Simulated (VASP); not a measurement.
Set up this calculation in VASP 6.6.1, as the native input.

- Task: band structure
- Functional: PBE
- Potentials or basis: VASP PAW PBE potentials, release 64 (Al, N)
- Cutoff: 520 eV
- k mesh: 10 × 10 × 10
- Occupations: gaussian, width 0.03 eV
- Spin: no spin polarisation
- Further INCAR settings: ALGO = Normal; EDIFF = 1e-06; NBANDS = 11

The structure of AlN lies in POSCAR:

```
AlN                                     
1.0
    0.0000000000      2.1882972140      2.1882972140
    2.1882972140      0.0000000000      2.1882972140
    2.1882972140      2.1882972140      0.0000000000
  Al              N             
     1     1
Direct
     0.0000000000000000    0.0000000000000000    0.0000000000000000
     0.7500000000000000    0.7500000000000000    0.7500000000000000
```

Measurements of this composition are mostly on another form, of space group No. 186.

These files were run (other wordings do the same):

INCAR

```
SYSTEM = AlN
PREC = Accurate ; ENCUT = 520
EDIFF = 1E-6 ; ISMEAR = 0
SIGMA = 0.03 ; LREAL = .False.
LASPH = .True. ; NELM = 80
ALGO = Normal ; ISIF = 2
LWAVE = .False. ; LCHARG = .False.
GGA = PE ; NBANDS = 11
```

KPOINTS

```
regular mesh
0
Gamma
  10 10 10
  0 0 0
```

KPOINTS_OPT

```
explicit points
202
Reciprocal
 0.0000000000  0.0000000000  0.0000000000 1
 0.0555555556  0.0000000000  0.0555555556 1
 0.1111111111  0.0000000000  0.1111111111 1
 0.1666666667  0.0000000000  0.1666666667 1
 0.2222222222  0.0000000000  0.2222222222 1
 0.2777777778  0.0000000000  0.2777777778 1
[... 194 lines left out ...]
 0.5086025000  0.0172049900  0.5086025000 1
 0.4913975000 -0.0172049900  0.4913975000 1
```

Potentials or basis: VASP PAW PBE potentials, release 64 (Al, N).

The run is started by

```bash
$ cat potpaw_PBE.64/Al/POTCAR potpaw_PBE.64/N/POTCAR > POTCAR
$ mpirun -np 1 vasp_std > vasp.out
```

It gave:

- Pressure: 3.3 GPa
- Band gap on the k mesh: 3.31 eV, indirect (least direct gap 4.14 eV)
- Band gap along the path: 3.32 eV, indirect (least direct gap 4.14 eV)

Run time: 13 s on 1 thread of Intel(R) Xeon(R) Platinum 8488C (Sapphire Rapids) (shared host), peak memory 0.14 GiB.
